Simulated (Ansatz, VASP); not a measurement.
# AgCl in VASP and in Ansatz

File POSCAR:

```
AgCl
1.0
    3.4339730000      0.0000000000      0.0000000000
    0.0000000000      3.4339730000      0.0000000000
    0.0000000000      0.0000000000      3.4339730000
Ag Cl
1 1
Direct
    0.0000000000      0.0000000000      0.0000000000
    0.5000000000      0.4708792119      0.4708792119
```

File INCAR.step1:

```
  ALGO = Normal
  EDIFF = 1E-4
  ENCUT = 520
  GGA = PE
  ISMEAR = 0
  LASPH = T
  LCHARG = F
  LREAL = F
  LWAVE = T
  NBANDS = 16
  NELM = 100
  PREC = Accurate
  SIGMA = 0.05
```

The input INCAR.step2:

```
  ALGO = Normal
  EDIFF = 1E-6
  ENCUT = 520
  ISIF = 2
  ISMEAR = 0
  ISTART = 1
  LASPH = T
  LCHARG = T
  LELF = T
  LMIXTAU = T
  LREAL = F
  LVHAR = T
  LWAVE = F
  METAGGA = R2SCAN
  NBANDS = 16
  NELM = 100
  PREC = Accurate
  SIGMA = 0.05
```

Contents of KPOINTS:

```
k-points
0
Gamma
  8 8 8
```

Input for Ansatz:

```yaml
crystal:
  lattice:
    - [3.433973, 0.0, 0.0]
    - [0.0, 3.433973, 0.0]
    - [0.0, 0.0, 3.433973]
  atoms:
    - { symbol: Ag, position: [0.0, 0.0, 0.0] }
    - { symbol: Cl, position: [0.5, 0.4708792119, 0.4708792119] }
basis:
  ecutwfc: 500
kpoints:
  mp_grid: { grid: [8, 8, 8] }
hamiltonian:
  xc: r2scan
scf:
  occupations: { method: gaussian, width: 0.05 }
output:
  forces: true
  stress: true
  eigenvalues: true
```

Alike in both runs: task single point; functional r2SCAN; k mesh 8 × 8 × 8; occupations gaussian, width 0.05 eV; no spin polarisation.

|  | VASP | Ansatz |
| --- | --- | --- |
| version | VASP 6.6.1 | Ansatz 0.2.0 |
| potentials or method | VASP PAW PBE potentials, release 64 (Ag, Cl) | scalar-relativistic, plane waves, PAW |
| plane-wave cutoff (eV) | 520 | 500 |
| valence electrons in the cell | 18 | 26 |

|  | VASP | Ansatz | Ansatz less VASP |
| --- | --- | --- | --- |
| gap on the k mesh at the Fermi level (eV) | 1.17 | 1.21 | +0.041 |
| least direct gap on the mesh (eV) | 2.60 | 2.63 | +0.032 |
| pressure (GPa) | -1.6 | -1.5 | +0.09 |
| largest component of the traceless stress (GPa) | 0.16 | 0.17 | +0.003 |
| rms of the force components (eV/Å) | 0.025 | 0.025 | -0.0006 |

Atom by atom the forces differ by 0.001 eV/Å (rms over components). The two sets of potentials don't hold the same shells in valence.

Caveats: the PAW data sets were made with another functional, which shifts forces and pressure a little (VASP). A k mesh can miss the band edges.
